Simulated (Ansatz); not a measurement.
Consider BaTe in the rock salt structure (space group Fm-3m, No. 225; a = 6.941 Å).

Perturbation: every lattice vector is stretched by 2.56 %; the atoms relax in the strained cell.

Levels (all Ansatz, an electronic-structure program, PAW): PBEsol (420 eV, no SOC); HSE06+SOC (420 eV, noncollinear with spin-orbit coupling).

The geometry is relaxed with PBEsol.

PBEsol band gap: 1.61 eV
PBEsol valence-band top at Γ: 0.00, 0.00, 0.00 eV

### Question
How does going to HSE06+SOC change the band gap and valence-band top at Γ?

### Answer
The band gap rises by 0.49 eV (1.61 eV → 2.10 eV); the valence-band top at Γ (three highest Kramers pairs, from the VBM) becomes 0.00, 0.00, -0.91 eV (PBEsol: 0.00, 0.00, 0.00 eV). The threefold valence maximum splits by Δso ≈ 0.91 eV.

Single points use the geometry relaxed with PBEsol. The hybrid gap comes from the SCF mesh plus the semilocal run's edge points and a few special points and is an upper bound. Differences between runs with and without spin-orbit coupling are approximate. Spin-orbit coupling, missing from the scalar runs, can matter with Te. Stability against distortions was not tested.
